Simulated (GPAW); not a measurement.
Runs of GPAW 26.7.0 on CdO. It takes space group Fm-3m (No. 225, cubic). The conventional cell has a = 4.211 Å, b = 4.211 Å, c = 4.211 Å, α = 90.00°, β = 90.00°, γ = 90.00°. Cd (site symmetry m-3m) has 6 O at 2.11 Å as nearest neighbours. Around O (site symmetry m-3m) lie 6 Cd at 2.11 Å. The cell was built by a generator and isn't the measured one.

```tsv
task	level	potentials or basis	k mesh for the DOS	dos width	band path	band points	gap on the mesh (eV)	pressure (GPa)
density of states	PBE	GPAW PAW data sets (gpaw-data 1.2.1), pw	12 × 12 × 12	0.2 eV	-	-	0.25	108.6
single point	TB-mBJ	GPAW PAW data sets for LDA (gpaw-data 1.2.1), pw	-	-	-	-	(a)	-
band structure	GLLB-SC	the program's PAW data sets (release 1.2.1) made for this functional, pw	-	-	GXWKGLUWLK,UX	60	1.32	-
band structure	r2SCAN	GPAW PAW data sets (gpaw-data 1.2.1), pw	-	-	GXWKGLUWLK,UX	100	0.79	105.0
band structure	PBE	GPAW PAW data sets (gpaw-data 1.2.1), pw	-	-	GXWKGLUWLK,UX	100	0.25	108.6
```

Alike in all rows: no spin polarisation; cell as given; k mesh 8 × 8 × 8; cutoff (eV) 600; smearing fermi-dirac 0.05 eV.

Question: Estimate the missing entries.

Answer: (a) 2.04.

Caveats: the cutoff is short for stress and forces, so pressures can be off by a GPa or more (some runs); a pressure of tens of GPa on the cell as given is suspect, and the run, the potentials or the cell itself is likely at fault (some runs); a model potential gives levels but no total energy (some runs); the PAW data sets were made with another functional, which shifts forces and pressure a little (some runs); the GLLB-SC gap is the Kohn-Sham gap of the path plus the derivative discontinuity (some runs).

A k mesh can miss the band edges, and the runs leave out spin-orbit coupling on Cd.
